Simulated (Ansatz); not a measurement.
# In in Ansatz: notebook

One slab, In, is run at these levels: PBE; tasks: electrostatic potential.

Program: Ansatz 0.2.0. These are calculated values, not measurements. Logs are shortened: lines on timing, memory, paths and dates and some standing lists are left out, and cuts for length are marked.

### Step 1. The cell of the first run

The cell holds a slab with vacuum, 6 atoms: a = 3.339 Å, b = 3.339 Å, c = 28.673 Å, α = 90.00°, β = 90.00°, γ = 120.00°.

The slab is cut from a database's or a generator's crystal, which needn't be the stable form of the element.

### Step 2. Electrostatic potential, PBE (the (0 0 1) slab of In, cut from the database cell, not relaxed)

Contents of input.yaml:

```yaml
crystal:
  lattice:
    - [3.3392736332, 0.0, 0.0]
    - [-1.6696368166, 2.8918957965, 0.0]
    - [0.0, 0.0, 28.6733323964]
  atoms:
    - { symbol: In, position: [0.6666666667, 0.3333333333, 0.261567086] }
    - { symbol: In, position: [0.0, 0.0, 0.3565778439] }
    - { symbol: In, position: [0.6666666667, 0.3333333333, 0.4521926146] }
    - { symbol: In, position: [0.3333333333, 0.6666666667, 0.5478073854] }
    - { symbol: In, position: [0.6666666667, 0.3333333333, 0.6428181433] }
    - { symbol: In, position: [0.3333333333, 0.6666666667, 0.738432914] }
hamiltonian:
  xc: pbe
  pseudopotentials: { kind: paw }
kpoints:
  mp_grid: { grid: [9, 9, 1] }
scf:
  occupations: { method: fermi_dirac, width: 0.05 }
output:
  forces: true
  eigenvalues: true
  write_density: true
  write_potential: true
  elf: true
  volumetric_format: npy
efield:
  axis: 3
  dipole_correction: true
  ramp_width: 0.04
```

Potentials or basis: Ansatz PAW.

Command:

```sh
$ ansatz run input.yaml --threads 4 --pin off --max-ram 11264MiB --backend cpu --events-out ev --progress --plain --runs-dir out
```

The log of the run:

```text
Warning: RAYON_NUM_THREADS=4 ignored (pool sized by the plan → 4); use --threads N
Engine: ansatz 0.2.0, aarch64-unknown-linux-gnu
Pseudopotentials: kind: paw
Pseudopotential: In, paw, valence charge 13, recommended cutoff 420 eV (normal), In.paw.azcp
Functional definition: PBE
  parameter kappa = 0.804
  parameter beta = 0.06672455060314922
  exchange = pbe_x(kappa = kappa, mu = beta*pi^2/3)
  correlation = pbe_c(beta = beta)
Crystal: 6 atoms, lattice volume = 276.894 Å³
Basis set: ecut = 420 eV, 5471 PW (Γ), exchange–correlation on 48×48×384 points (8 copies of the dense FFT grid, shifted against one another)
Bands: 47, of which v1, the nominal top of the filled ones, is band 39 counted from 1 (38 counted from 0)
Symmetry: 6 space group operations
Space group: P3m1 (ITA 156), of the structure as read, at distance tolerance 6.5e-5 Å
k-points: 12 of 81 (time reversal used)
Non-local potential: In, projectors of the file, l = 0: 2, l = 1: 2, l = 2: 2, l = 3: 2
PAW form: soft (Blöchl's): semilocal exchange-correlation on the pseudo side does not see the compensation charge
PAW one-centre angular grid: In, 590 points (default); XC on 64 Gauss nodes
Initial density: superposition of atomic densities (neutral atoms: chi_scale 0, normalization atom), corrected by the library's trained network
Initial wavefunctions: pseudopotential atomic-orbital guess
Functional: x = pbe(κ = 0.804, μ = 0.2195149727645171), c = pbe(β = 0.06672455060314922)
SCF iter   1: F=—  HF=-33586.661225 eV  |F-HF|=—  |Δ(HF+E_count)|=         —  Δρ=1.68e-3  dr2=2.73e-1  ethr=1.77e-3  p=0.001 e·Å  D=3.67e-4 V/Å  ΔV_dip=-0.01 eV  dr2_dipole=1.82e-3  V_vac-E_F(+/−)=3.78/3.79 eV  ⟨swp⟩=6.8  Hψ=2153  notcnv=0  defer=2
efield: sawtooth ramp at fractional position 0.9800 (placed from the atoms, in the widest stretch of the axis that holds none; the zero of the levels goes with the place), width 0.0400; the density the first Hamiltonian is built on has a dipole p = 0.001 e·Å; the dipole correction subtracts the counter field D = 3.67e-4 V/Å, which shifts the + side's vacuum level by -0.01 eV against the − side's; the planar-averaged density in the ramp window peaks in size at 6.0e-5 e/Å³
preconditioner: auto → LDOS  [metal: Δε(μ)=0.004 eV  Ē_g=14.587 eV  σ=0.050 eV  W_gap=0.02  n_scr=38 (ndim 8)  ℏωp=19.7 eV  f_vac=0.393  D(μ)=5.83/eV (n_scr^D=16)  β→1.0]
SCF iter   2: F=—  HF=-33586.644080 eV  |F-HF|=—  |Δ(HF+E_count)|=   1.71e-2  Δρ=1.13e-3  dr2=3.48e-2  ethr=3.50e-4  p=0.001 e·Å  D=5.73e-4 V/Å  ΔV_dip=-0.02 eV  dr2_dipole=7.60e-4  V_vac-E_F(+/−)=3.80/3.81 eV  ⟨swp⟩=1.9  Hψ=699  notcnv=0  defer=14
SCF iter   3: F=—  HF=-33586.642382 eV  |F-HF|=—  |Δ(HF+E_count)|=   1.70e-3  Δρ=9.25e-4  dr2=1.47e-2  ethr=4.46e-5  p=0.001 e·Å  D=5.99e-4 V/Å  ΔV_dip=-0.02 eV  dr2_dipole=7.12e-4  V_vac-E_F(+/−)=3.80/3.82 eV  ⟨swp⟩=3.1  Hψ=1090  notcnv=0  defer=15
SCF iter   4: F=—  HF=-33586.641133 eV  |F-HF|=—  |Δ(HF+E_count)|=   1.25e-3  Δρ=1.41e-4  dr2=3.03e-4  ethr=1.89e-5  p=0.001 e·Å  D=4.51e-4 V/Å  ΔV_dip=-0.01 eV  dr2_dipole=1.29e-4  V_vac-E_F(+/−)=3.82/3.83 eV  ⟨swp⟩=2.1  Hψ=801  notcnv=0  defer=15
SCF iter   5: F=—  HF=-33586.641150 eV  |F-HF|=—  |Δ(HF+E_count)|=   1.68e-5  Δρ=1.63e-4  dr2=1.21e-4  ethr=3.89e-7  p=0.001 e·Å  D=4.26e-4 V/Å  ΔV_dip=-0.01 eV  dr2_dipole=2.37e-5  V_vac-E_F(+/−)=3.82/3.83 eV  ⟨swp⟩=2.0  Hψ=1044  notcnv=0  defer=15
SCF iter   6: F=—  HF=-33586.641125 eV  |F-HF|=—  |Δ(HF+E_count)|=   2.47e-5  Δρ=2.81e-5  dr2=9.70e-6  ethr=1.55e-7  p=0.001 e·Å  D=3.96e-4 V/Å  ΔV_dip=-0.01 eV  dr2_dipole=6.55e-6  V_vac-E_F(+/−)=3.82/3.83 eV  ⟨swp⟩=2.0  Hψ=1008  notcnv=0  defer=15
SCF iter   7: F=—  HF=-33586.641126 eV  |F-HF|=—  |Δ(HF+E_count)|=   1.80e-7  Δρ=2.09e-5  dr2=1.10e-6  ethr=1.24e-8  p=0.001 e·Å  D=4.10e-4 V/Å  ΔV_dip=-0.01 eV  dr2_dipole=3.84e-9  V_vac-E_F(+/−)=3.82/3.83 eV  ⟨swp⟩=2.0  Hψ=1048  notcnv=0  defer=16
SCF iter   8: F=-33586.641125 eV  HF=-33586.641125 eV  |F-HF|=5.77e-9  |Δ(HF+E_count)|=   3.74e-7  Δρ=5.88e-6  dr2=9.83e-8  ethr=1.28e-10  p=0.001 e·Å  D=4.10e-4 V/Å  ΔV_dip=-0.01 eV  dr2_dipole=1.10e-8  V_vac-E_F(+/−)=3.82/3.83 eV  ⟨swp⟩=14.2  Hψ=4918  notcnv=0
SCF 1 converged in 8 iterations: F = -33586.641125 eV  dr2 = 9.83e-8
WARN: The output density's exchange-correlation potential varies sharply where the density is thin. Do not read a vacuum level from v_tot or v_xc, or from such a field of the output density. On a cell that repeats whose density bears no net charge and no dipole along the vacuum's axis use v_es (v_loc + v_h of the components); under efield.dipole_correction with no amplitude use v_es + v_field, which holds any external_charges[].barrier, or the levels of the report's work_function block, which leave it out; under a non-zero efield.amplitude the vacuum is tilted and has no level; on a cell that repeats and bears such a dipole with no correction it is tilted too, and efield.dipole_correction with no amplitude gives each side of its ramp a level where efield: is served; in a cell that repeats whose density bears a net charge (total_charge, or a fill off its count) it is curved and has none; of a slab under crystal.periodic whose density bears no net charge use v_es, which has a level on each side, short of where the two are joined; of another it falls or rises all the way out and has none; of a slab beside external_charges read slab_vacuum_level instead, which it has where they leave it neutral. The grid or the basis barely resolves most such structure, and the values can differ between equally converged runs; as a rule a tighter scf.convergence.dr2_threshold does not remove it. Where the density itself ripples (under the LDA too) a higher basis.ecutwfc lessens it. The files hold the spikes' plane waves up to the density's cutoff. Files: v_tot_of_output_density and the like, and their columns of v_z.tsv (output.write_potential); v_xc_of_output_density and the like, and their columns of v_comp_z.tsv (output.write_potential_components). Measured: with its Gaussian average of σ = 0.25 Å subtracted twice, the exchange-correlation potential is over 0.1 eV at 6 of the grid points where the equally averaged density (valence and model cores) is under 1e-3 e/Å³, and 0.100 eV at the most among them, at an averaged density of 2.6e-8 e/Å³. The input density's (outcome.potential() and, of a run that writes arrays, v_tot and v_xc) is over 0.1 eV, so measured, at 181 points of its own thin density, 0.347 eV at the most. See output.write_potential in the manual, Limitations
SCF converged after 8 iterations
Free energy (F): -33586.641125 eV
Harris-Foulkes:  -33586.641125 eV  (|F-HF|=5.77e-9)
Internal energy: -33586.598445 eV  (E = F + TS)
E sigma→0 (E₀):  -33586.619785 eV
Entropy (-TS):   -0.042680 eV (-7.113 meV/atom)
Fermi energy:    4.194323 eV
Dipole field:    D = 0.000290 V/Å  (p = 0.000444 e·Å, saw-weighted, corrected)
Work function:   Φ+ = 3.8229 eV   Φ− = 3.8312 eV
Levels:          The Fermi level and band energies are counted from a zero that moves with the ramp; work functions are not
--- Per-component energies (eV) ---
  E_band       = -612.223585
  E_kinetic    = 1445.888631
  E_local      = -57702.759726  (includes V_loc(G=0)·N_el)
  E_nonlocal   = 2195.956600
  E_hartree    = 27919.317815
  E_xc         = -1295.273050
  E_vxc        = -598.671068  (∫ρ·V_xc dr)
  E_paw        = -24911.268520  (= ΣΔE_a)
  E_vpaw       = -1791.256803  (= ΣTr[D̂ρ^β])
  E_aug_tail   = 0.000150  (compensation charges beyond the density's cutoff)
  E_efield     = 0.000000  (sawtooth field / dipole correction)
  E_vefield    = 0.000066  (∫n·V_field dr)
  E_ewald      = 18761.539655
  E_smearing   = -0.042680  (= −TS)
  E_closure    = -0.000000  (closes the sum)
  Σ components = -33586.641125   (vs F -33586.641125, Δ=0.00e0)
--- Forces (eV/Å), atoms counted from 1 ---
  atom   1  In     0.00000000    -0.00000000    -0.13186150
  atom   2  In     0.00000000     0.00000000     0.01165565
  atom   3  In    -0.00000000    -0.00000000    -0.05085451
  atom   4  In     0.00000000    -0.00000000     0.06130295
  atom   5  In     0.00000000     0.00000000    -0.02055376
  atom   6  In     0.00000000    -0.00000000     0.13032097
  max |Σ_I F_I| component: 9.80e-6 eV/Å
--- Band table (eV; the first three rows and the last of 12) ---
  k-point 0: bands = ["-10.5161", "-10.5049", "-10.4833", "-10.4757", "-10.4634", "-10.4514", "-10.4514", "-10.4410", "-10.4404", "-10.4404", "-10.4232", "-10.4232", "-10.4115", "-10.4115", "-10.3999", "-10.3999", "-10.3887", "-10.3887", "-10.3075", "-10.3075", "-10.2943", "-10.2943", "-10.2406", "-10.2406", "-10.2111", "-10.2111", "-10.1828", "-10.1828", "-10.1437", "-10.1437", "-5.1759", "-4.8110", "-4.1521", "-3.2501", "-2.1184", "-0.8752", "1.4278", "2.9940", "4.8431", "6.6042", "7.5360", "8.3738", "8.6684", "10.3591", "10.5833", "12.6222", "12.6222"]
  k-point 1: bands = ["-10.5088", "-10.4977", "-10.4754", "-10.4685", "-10.4608", "-10.4521", "-10.4446", "-10.4326", "-10.4203", "-10.4157", "-10.4110", "-10.4104", "-10.3975", "-10.3957", "-10.3852", "-10.3834", "-10.3679", "-10.3578", "-10.3260", "-10.3134", "-10.3031", "-10.2963", "-10.2538", "-10.2442", "-10.2273", "-10.2112", "-10.2030", "-10.1808", "-10.1693", "-10.1409", "-4.9360", "-4.5699", "-3.9106", "-3.0105", "-1.8855", "-0.6581", "1.6935", "3.2342", "5.0650", "6.8150", "7.7548", "8.5883", "8.8801", "10.1929", "10.5255", "10.5533", "10.7849"]
  k-point 2: bands = ["-10.5438", "-10.5313", "-10.5035", "-10.4807", "-10.4616", "-10.4420", "-10.4313", "-10.4241", "-10.4153", "-10.4024", "-10.3816", "-10.3812", "-10.3606", "-10.3528", "-10.3475", "-10.3408", "-10.3291", "-10.2953", "-10.2908", "-10.2830", "-10.2702", "-10.2672", "-10.2622", "-10.2492", "-10.2411", "-10.2267", "-10.2114", "-10.2087", "-10.1753", "-10.1352", "-4.2083", "-3.8406", "-3.1821", "-2.2891", "-1.1837", "0.0012", "2.4672", "3.9339", "5.6820", "6.8681", "7.1968", "7.3806", "7.9212", "8.3720", "8.6738", "9.2099", "9.5276"]
  k-point 11: bands = ["-10.5287", "-10.5279", "-10.4854", "-10.4718", "-10.4640", "-10.4581", "-10.4095", "-10.4061", "-10.4017", "-10.3575", "-10.3530", "-10.3334", "-10.3293", "-10.3223", "-10.3096", "-10.2948", "-10.2938", "-10.2913", "-10.2819", "-10.2730", "-10.2670", "-10.2483", "-10.2316", "-10.2149", "-10.2091", "-10.2008", "-10.1599", "-10.1544", "-10.1437", "-10.1358", "0.9399", "1.0564", "1.1603", "1.2667", "1.6859", "1.7420", "2.6360", "2.8052", "3.2083", "3.2465", "3.6060", "3.9982", "4.2282", "4.6496", "5.0235", "5.4358", "5.6694"]
```

Wall time 8.2 s (4 threads of Arm Neoverse N1, shared host); peak memory 0.62 GiB.

Results:

```yaml
Free_energy: -33586.6411 eV
Largest_force: 0.132 eV/Å
Band_gap_on_the_k_mesh: none (metal or under the smearing width)
Work_function_of_the_upper_face: 3.82 eV
Work_function_of_the_lower_face: 3.83 eV
Dipole_across_the_slab: 0.000 e·Å
```

Forces on the atoms (eV/Å):
```
In   0.000  0.000 -0.132
In   0.000  0.000  0.012
In   0.000  0.000 -0.051
In   0.000  0.000  0.061
In   0.000  0.000 -0.021
In   0.000  0.000  0.130
```

### Step 3. Electrostatic potential, PBE (the (0 0 1) slab of In, cut from the database cell, not relaxed)

input.yaml, as its differences from that of step 2:

```diff
@@ -26,5 +26 @@
   volumetric_format: npy
-efield:
-  axis: 3
-  dipole_correction: true
-  ramp_width: 0.04
```

Potentials or basis: Ansatz PAW.

Command:

```sh
$ ansatz run input.yaml --threads 4 --pin off --max-ram 11264MiB --backend cpu --events-out ev --progress --plain --runs-dir out
```

Wall time 8 s (4 threads of Arm Neoverse N1, shared host); peak memory 0.63 GiB.

The run converged. Its results:

| Quantity | Value |
| --- | --- |
| Free energy | -33586.6411 eV |
| Largest force | 0.132 eV/Å |
| Band gap on the k mesh | none (metal or under the smearing width) |

Forces on the atoms (eV/Å):
```
In   0.000  0.000 -0.132
In   0.000  0.000  0.012
In   0.000  0.000 -0.051
In   0.000  0.000  0.061
In   0.000  0.000 -0.021
In   0.000  0.000  0.130
```

Levels at points of the mesh, in eV from the Fermi level:
| k point | band 35 | band 36 | band 37 | band 38 | band 39 | band 40 | band 41 | band 42 |
| --- | --- | --- | --- | --- | --- | --- | --- | --- |
| (0.00, 0.00, 0.00) | -6.31 | -5.07 | -2.77 | -1.20 | 0.65 | 2.41 | 3.34 | 4.18 |

### Step 4. Electrostatic potential, PBE (the (0 0 1) slab of In, cut from the database cell, not relaxed)

input.yaml, as its differences from that of step 3:

```diff
@@ -12,2 +12,3 @@
     - { symbol: In, position: [0.3333333333, 0.6666666667, 0.738432914] }
+  periodic: [true, true, false]
 hamiltonian:
```

Command:

```sh
$ ansatz run input.yaml --threads 4 --pin off --max-ram 11264MiB --backend cpu --events-out ev --progress --plain --runs-dir out
```

Wall time 17 s (4 threads of Arm Neoverse N1, shared host); peak memory 0.92 GiB.

Results (log left out):

- Free energy: -33586.6411 eV
- Largest force: 0.132 eV/Å
- Band gap on the k mesh: none (metal or under the smearing width)

Forces in eV/Å, atoms in the order of the input:
```
In   0.000  0.000 -0.132
In   0.000  0.000  0.012
In   0.000  0.000 -0.051
In   0.000  0.000  0.061
In   0.000  0.000 -0.021
In   0.000  0.000  0.130
```

Levels at points of the mesh, in eV from the Fermi level:
```
           k point  band 35  band 36  band 37  band 38  band 39  band 40  band 41  band 42
(0.00, 0.00, 0.00)    -6.31    -5.07    -2.77    -1.20     0.65     2.40     3.42     3.89
```

### Step 5. Overview

```csv
boundary along the surface normal,gap on the mesh (eV),largest force (eV/Å)
dipole_correction,none,0.13
images,none,0.13
isolated,none,0.13
```

Alike in all rows: task electrostatic potential; level PBE; potentials or basis Ansatz PAW; no spin polarisation; cell the (0 0 1) slab of In, cut from the database cell, not relaxed; k mesh 9 × 9 × 1; cutoff (eV) 420; smearing fermi-dirac 0.05 eV.

Absolute energies hang on the potentials; compare differences alone.
